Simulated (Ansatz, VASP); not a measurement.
## Rb: VASP beside Ansatz

```
Rb
1.0
     0.00000    5.59165    5.59165
     5.59165    0.00000    5.59165
     5.59165    5.59165    0.00000
Rb
2
Direct
  0.12500 0.12500 0.12500
  0.87500 0.87500 0.87500
```

Alike in both runs: task single point; functional BLYP; k mesh 6 × 6 × 6; occupations fermi-dirac, width 0.1 eV; no spin polarisation.

```csv
,VASP,Ansatz
version,VASP 6.6.1,Ansatz 0.2.0
potentials or method,"VASP PAW PBE potentials, release 64 (Rb_sv)","plane waves (420 eV) with PAW, scalar-relativistic"
plane-wave cutoff (eV),520,420
valence electrons in the cell,18,18
```

```csv
,VASP,Ansatz,Ansatz less VASP
pressure (GPa),0.0,0.0,0.00
```

Caveats: the PAW data sets were made with another functional, which shifts forces and pressure a little (VASP).
